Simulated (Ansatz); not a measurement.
Density of states of TiPbO₃

Space group P4mm (No. 99). a = 3.899 Å, b = 3.899 Å, c = 4.150 Å, α = 90.00°, β = 90.00°, γ = 90.00°
| atom | site | symmetry | x | y | z |
| --- | --- | --- | --- | --- | --- |
| Ti | 1b | 4mm | 0.5000 | 0.5000 | 0.5382 |
| Pb | 1a | 4mm | 0.0000 | 0.0000 | 0.0000 |
| O | 1b | 4mm | 0.5000 | 0.5000 | 0.1130 |
| O | 2c | 2mm. | 0.5000 | 0.0000 | 0.6150 |

The runs use the primitive cell with vectors (3.899, 0.000, 0.000), (0.000, 3.899, 0.000), (0.000, 0.000, 4.150) Å, to which the k mesh refers.

The cell is a measured one (Crystallography Open Database entry 2107521); the temperature and pressure of the measurement aren't taken into account, and nothing was relaxed.

Spin–orbit coupling is left out, though it moves levels of the heavy atoms by tenths of an eV or more.

The calculation used Ansatz 0.2.0, DFT, PBEsol, all-electron LAPW, scalar-relativistic.

Numerical set-up: a Γ-centred 9×9×8 k mesh, Fermi–Dirac smearing of 0.03 eV, basis error target 0.5 meV/atom, no spin polarisation.

States per eV and cell, averaged over 0.4 eV, from -7.8 to 6.0 eV, with energies (bin centres) from the valence-band top; empty bins are left out. The partial columns, the largest 4 alone, are projections on Löwdin-orthogonalised atomic shells (those that the program's projection atoms carry: the occupied ones and, for some elements, an empty d or f shell; other empty shells have no column), summed over atoms of an element. Weights on diffuse s and p shells depend on that basis and aren't pure angular character.

```csv
E (eV),total,O 2p,Ti 3d,Pb 6p,Pb 6s
-7.7,1.17,0.35,0.10,0.01,0.67
-7.3,3.14,0.89,0.18,0.04,1.89
-6.9,0.53,0.13,0.01,0.00,0.34
-6.5,0.15,0.03,0.00,0.00,0.10
-5.3,0.33,0.20,0.06,0.06,0.00
-4.9,2.27,1.54,0.36,0.25,0.00
-4.5,3.86,2.71,0.65,0.30,0.01
-4.1,5.04,3.60,0.82,0.44,0.03
-3.7,4.76,3.43,0.73,0.34,0.08
-3.3,2.94,2.16,0.43,0.15,0.08
-2.9,3.67,2.87,0.43,0.13,0.10
-2.5,3.69,2.91,0.43,0.11,0.13
-2.1,4.29,3.46,0.40,0.11,0.20
-1.7,4.58,4.05,0.24,0.08,0.08
-1.3,4.59,3.94,0.17,0.13,0.27
-0.9,3.92,3.22,0.11,0.12,0.42
-0.5,0.99,0.73,0.02,0.04,0.18
-0.1,0.08,0.05,0.00,0.00,0.02
1.9,0.36,0.02,0.33,0.00,0.00
2.3,0.71,0.07,0.61,0.03,0.00
2.7,3.12,0.37,2.46,0.19,0.00
3.1,5.97,0.86,4.45,0.50,0.00
3.5,5.08,0.83,3.61,0.50,0.01
3.9,0.65,0.10,0.16,0.29,0.01
4.3,1.80,0.23,0.53,0.75,0.03
4.7,2.91,0.47,1.29,0.78,0.03
5.1,2.46,0.48,0.98,0.73,0.02
5.5,4.19,0.98,1.19,1.69,0.03
5.9,3.20,0.70,0.77,1.51,0.01
```

(1) Which of the resolved shells contributes most in the top eV of the valence band?

(2) Where is the centre of the filled Ti 3d states between -13 eV and the top of the filled states?

Answers

(1) O 2p, with 79 % of all states there; Pb 6s follows with 14 %.

(2) -3.60 eV from the valence-band top.
